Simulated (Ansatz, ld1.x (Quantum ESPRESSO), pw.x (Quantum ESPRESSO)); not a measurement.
## titanium (Ti): one change to the TM potential, in the atom and in the bcc crystal

- Element: titanium (Ti)
- Generator: ld1.x (Quantum ESPRESSO) 7.5
- Type: norm-conserving Troullier–Martins (Kleinman–Bylander form)
- Functional: PBE
- Relativity: scalar-relativistic
- Frozen core: [Ar]
- Valence charge: 4
- Reference configuration: 3d2 4s2 4p0
- Partial waves: 4p (bound, empty): rc 2.80 bohr; 3d (bound): rc 2.05 bohr; 4s (bound): rc 3.10 bohr
- Local potential: the s channel
- Core correction: none

Change: wave 4p (bound): rc 2.80 bohr becomes 4p (bound): rc 3.40 bohr.

Cutoffs, loose and tight: the cutoffs (Ry, on a coarse ladder) from which the occupation-weighted sum of valence levels, in a spherical-Bessel basis at the reference potential, stays within 10 and 1 mRy of its value at 400 Ry. They do not see the model core or the augmentation charge, which bear on the density cutoff. Test errors are all-electron minus pseudo excitation energies from the reference, over the configurations 3d2 4s1 4p0; 3d2 4s0 4p0; 3d1 4s0 4p0; 3d1 4s2 4p0; 3d2 4s1.5 4p0; 3d3 4s0 4p0; 3d2 4s1 4p1; variants that change the core or the reference have their own tests.

Crystal test: bcc Ti in pw.x 7.5, no spin, 14³ k-points, Fermi–Dirac smearing 0.01 Ry, cutoffs set for each file from its atomic test. The reference is all-electron LAPW (Ansatz 0.2.0) with the same functional, mesh and smearing; V0 and B0 come from Birch–Murnaghan fits to the pressures at five volumes. Errors are pseudo minus all-electron; Δ is the rms difference of the E(V) curves that follow from these fits, minima aligned, over ±6 % about the mean V0. Mesh and smearing are coarse, so the numbers serve the comparison and aren't converged zero-temperature values; the lattice is a test structure that the element need not adopt.

All-electron: a0 = 3.264 Å (V0 = 17.38 Å³/atom), B0 = 104.1 GPa.

Q: Does the change bring the crystal closer to the all-electron result?

A: The mean pressure error goes from +9.04 to +8.62 GPa, a small move against the size of the error. Neither pressure curve crosses zero within the volumes sampled, so no fits are given.

| quantity | base | changed |
| --- | --- | --- |
| outcome (atom) | generated | generated |
| cutoff, loose (atom) | 50 Ry | 50 Ry |
| cutoff, tight (atom) | 60 Ry | 60 Ry |
| bound ghosts (atom) | none | none |
| largest test error (meV) (atom) | +198 over the solved tests; 1 of 7 tests not solved or not reliable | +198 over the solved tests; 1 of 7 tests not solved or not reliable |
| cutoffs in pw.x (Ry) | 75/300 | 75/300 |
| mean pressure error (GPa) | +9.04 | +8.62 |

Base: The largest radius (3.10 bohr) exceeds half the bond length (2.67 bohr), so the spheres overlap, which is one possible source of error among others. This is a poor potential for the solid. Atomic configuration tests: 1 of 7 tests not solved or not reliable. Changed file: The largest radius (3.40 bohr) exceeds half the bond length (2.67 bohr), so the spheres overlap, which is one possible source of error among others. This is a poor potential for the solid. Atomic configuration tests: 1 of 7 tests not solved or not reliable. The atomic cutoffs weigh occupied waves only.
